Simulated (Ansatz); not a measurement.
**Al2Pt: response to uniaxial strain along c**

Aim: apply uniaxial strain along c to Al2Pt from -4.5 to +4.5 %, where the lengths of a and b and the atoms relax, the angles are held, and follow energy, stress and any gap.

Computed with Ansatz 0.2.0 (DFT PBEsol, scalar-relativistic, plane waves, PAW, unless a step's input says otherwise).

2 further runs of the same task are left out: 2 set aside as unsound or not needed.

### Step 1. The system as given

It takes space group Fm-3m (No. 225, cubic). The conventional cell has a = 5.897 Å, b = 5.897 Å, c = 5.897 Å, α = 90.00°, β = 90.00°, γ = 90.00°. Around Al (site symmetry -43m) lie 4 Pt at 2.55 Å. Pt (site symmetry m-3m) has 8 Al at 2.55 Å in its first shell of neighbours.

As a file:

```xyz
6
Lattice="2.9483 2.9483 0.0000 -2.9483 2.9483 0.0000 0.0000 0.0000 5.8965" Properties=species:S:1:pos:R:3 pbc="T T T"
Al   -1.4741    1.4741    4.4224
Al    1.4741    1.4741    4.4224
Al    1.4741    1.4741    1.4741
Al   -1.4741    1.4741    1.4741
Pt    0.0000    0.0000    0.0000
Pt    0.0000    2.9483    2.9483
```

The unstrained cell comes from an earlier run at this level (6 atoms, E(σ→0) -26871.0225 eV, gap none (metal)).

### Step 2. The cell strained by -1.5 %

input.yaml reads:

```yaml
crystal:
  lattice:
    - [2.9593132594, 2.9593132594, 0.0]
    - [-2.9593132594, 2.9593132594, 0.0]
    - [0.0, 0.0, 5.8080668703]
  atoms:
    - { symbol: Al, position: [0.0, 0.5, 0.75] }
    - { symbol: Al, position: [0.5, 0.0, 0.75] }
    - { symbol: Al, position: [0.5, 0.0, 0.25] }
    - { symbol: Al, position: [0.0, 0.5, 0.25] }
    - { symbol: Pt, position: [0.0, 0.0, 0.0] }
    - { symbol: Pt, position: [0.5, 0.5, 0.5] }
basis:
  ecutwfc: 420
kpoints:
  mp_grid: { grid: [8, 8, 6] }
hamiltonian:
  xc: pbesol
scf:
  occupations: { method: gaussian, width: 0.1 }
output:
  forces: true
  stress: true
  eigenvalues: true
relax:
  adjacent_minimum: "off"
  f_tol: 0.008
  max_steps: 40
  cell: { stress_tol: 0.015, fix: [c, angles] }
```

Run with:

```sh
$ ansatz run input.yaml --threads 1 --pin off --max-ram 2560MiB --backend cpu --events-out ev --progress --plain --runs-dir out
```

The session goes on with these runs: strain +1.5 %; strain -3.0 %; At +3.0 %; strain -4.5 %; At +4.5 %.

What does the calculation give? Wanted: strain of the free axis a per applied strain.

**Answer**, as computed:

| quantity | value |
| --- | --- |
| largest energy cost | 10.2 meV/atom at -4.5 % |
| strain of the free axis a per applied strain | -0.40 |

In words: One stiffness does not describe the range: the innermost pair gives (1/V) d²E/dε² = 61 GPa and a cubic fit over all points 92 GPa. Compression by 4.5 % costs 10.2 meV/atom and stretching 9.2. The free axis a moves against the applied strain (factor -0.40). Spin-orbit coupling is left out for Pt.
